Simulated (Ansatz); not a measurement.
# InSb: the cost of one run

Program: Ansatz 0.2.0. Level of theory: DFT LDA, scalar-relativistic, plane waves, PAW. These are calculated values, not measurements.

1 further run of the same task is left out (set aside as unsound or not needed).

**1. The starting structure**

The structure is tetragonal, space group P4/mmm (No. 123). Conventional cell: a = 3.008 Å, b = 3.008 Å, c = 6.033 Å, α = 90.00°, β = 90.00°, γ = 90.00°. Around In (site symmetry 4/mmm) lie 4 In at 3.01 Å and 2 Sb at 3.02 Å. Sb (site symmetry 4/mmm) is surrounded by 4 Sb at 3.01 Å and 2 In at 3.02 Å.

Coordinates:

```
In Sb
1.0
     3.00828    0.00000    0.00000
     0.00000    3.00828    0.00000
     0.00000    0.00000    6.03251
In Sb
1 1
Cartesian
  0.0000 0.0000 0.0000
  0.0000 0.0000 3.0163
```

It goes back to an entry of the Materials Project, which need not be the stable form.

It is the result of an earlier relaxation at this level (volume 27.30 Å³/atom; gap on the mesh: none (metal)).

**2. The scan**

The energy is mapped over volume and the cell's shape.

- volume per atom: 5 values from 22.93 to 31.66 Å³
- c/a of the conventional cell: 5 values from 1.778 to 2.262

Nothing else is relaxed (symmetry fixes all fractional coordinates). Energies count from the relaxed crystal. Points are written as (first, second).

**3. The run at (22.93 Å³, 1.778)**

The input, input.yaml:

```yaml
crystal:
  lattice:
    - [2.9548481467, 0.0, 0.0]
    - [0.0, 2.9548481467, 0.0]
    - [0.0, 0.0, 5.2522425807]
  atoms:
    - { symbol: In, position: [0.0, 0.0, 0.0] }
    - { symbol: Sb, position: [0.0, 0.0, 0.5] }
basis:
  ecutwfc: 420
kpoints:
  mp_grid: { grid: [16, 16, 8] }
hamiltonian:
  xc: lda
  pseudopotentials: { kind: paw, azcp: { folder: soft_1 } }
scf:
  occupations: { method: gaussian, width: 0.15 }
output:
  forces: true
  stress: true
  eigenvalues: true
```

On the command line:

```bash
ansatz run input.yaml --threads 1 --pin off --max-ram 2048MiB --backend cpu --events-out ev --progress --plain --runs-dir out
```

What time and memory should one allow on 1 thread of Arm Neoverse V1, shared host?

About 9.5 s, with a peak of 0.41 GiB.
